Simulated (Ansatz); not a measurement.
**ZnS: response to equal strain of all cell vectors**

One table from this session's results is given with a row withheld; the runs are named, their logs left out.

Computed with Ansatz 0.2.0 (DFT PBE, scalar-relativistic, plane waves, PAW, unless a step's input says otherwise).

2 further runs of the same task are left out: 2 set aside as unsound or not needed.

## The structure to begin with

The structure is hexagonal, space group P6_3mc (No. 186). The conventional cell has a = 3.844 Å, b = 3.844 Å, c = 6.305 Å, α = 90.00°, β = 90.00°, γ = 120.00°. Around Zn (site symmetry 3m) lie 4 S at 2.36 Å. Around S (site symmetry 3m) lie 4 Zn at 2.36 Å.

As a file:

```
Zn S
1.0
     3.84407    0.00000    0.00000
    -1.92203    3.32906    0.00000
     0.00000    0.00000    6.30464
Zn S
2 2
Direct
  0.33333 0.66667 0.00027
  0.66667 0.33333 0.50027
  0.33333 0.66667 0.37473
  0.66667 0.33333 0.87473
```

It goes back to an entry of the Materials Project.

It is the result of an earlier relaxation at this level (volume 20.17 Å³/atom; gap on the mesh: 2.08 eV).

The unstrained cell comes from an earlier run at this level (4 atoms, E(σ→0) -8445.4574 eV, gap 2.08 eV over the zone).

The first run:

input.yaml

```yaml
crystal:
  lattice:
    - [3.8056262611, 0.0, 0.0]
    - [-1.9028131306, 3.2957690194, 0.0]
    - [0.0, 0.0, 6.2415966227]
  atoms:
    - { symbol: Zn, position: [0.3333333333, 0.6666666667, 0.0002666736] }
    - { symbol: Zn, position: [0.6666666667, 0.3333333333, 0.5002666736] }
    - { symbol: S, position: [0.3333333333, 0.6666666667, 0.3747333264] }
    - { symbol: S, position: [0.6666666667, 0.3333333333, 0.8747333264] }
basis:
  ecutwfc: 420
kpoints:
  mp_grid: { grid: [12, 12, 4] }
hamiltonian:
  xc: pbe
scf:
  occupations: { method: gaussian, width: 0.02 }
output:
  forces: true
  stress: true
  eigenvalues: true
relax:
  adjacent_minimum: "off"
  f_tol: 0.008
  max_steps: 40
```

Run with:

```sh
> ansatz run input.yaml --threads 1 --pin off --max-ram 2560MiB --backend cpu --events-out ev --progress --plain --runs-dir out
```

Among the steps run: The cell strained by -1.0 %; The gap over the whole zone at -1.0 %; The cell strained by +1.0 %; The gap over the whole zone at +1.0 %; Strain -2.0 %; Band edges over the zone at -2.0 %; Strain +2.0 %; The gap over the whole zone at +2.0 %; The cell strained by -3.0 %; Band edges over the zone at -3.0 %; The cell strained by +3.0 %; The gap over the whole zone at +3.0 %.

One of the session's tables, all rows but one given; the rest of the session is left out.

Lengths are those of the vectors of the cell that was run; stresses in GPa:

```
strain (%)  ΔE (meV/atom)  a (Å)  b (Å)  c (Å)
      -3.0           39.8  3.729  3.729  6.116
      -2.0              ?      ?      ?      ?
      -1.0            4.2  3.806  3.806  6.242
      +0.0            0.0  3.844  3.844  6.305
      +1.0            3.6  3.883  3.883  6.368
      +2.0           14.3  3.921  3.921  6.431
      +3.0           31.4  3.959  3.959  6.494
```

Estimate the missing values for strain (%) = -2.0.

Worked estimate for «ΔE (meV/atom)». A straight line through the neighbours (-3.0, 39.8) and (-1.0, 4.2) gives 39.8 + (4.2 − 39.8) × (-2.0 + 3.0) / (-1.0 + 3.0) = 22.0; a parabola fitted to 3 rows on both sides gives 17.5.

As computed: ΔE (meV/atom): 17.2; a (Å): 3.767; b (Å): 3.767; c (Å): 6.179. In «ΔE (meV/atom)» the line misses by +4.8 and the parabola by +0.3.

ΔE is over the unstrained cell. Stress in GPa, positive in compression, on the Cartesian axes of the input.

Caveats from the session: Warnings in the runs' records: stress scf threshold loose.
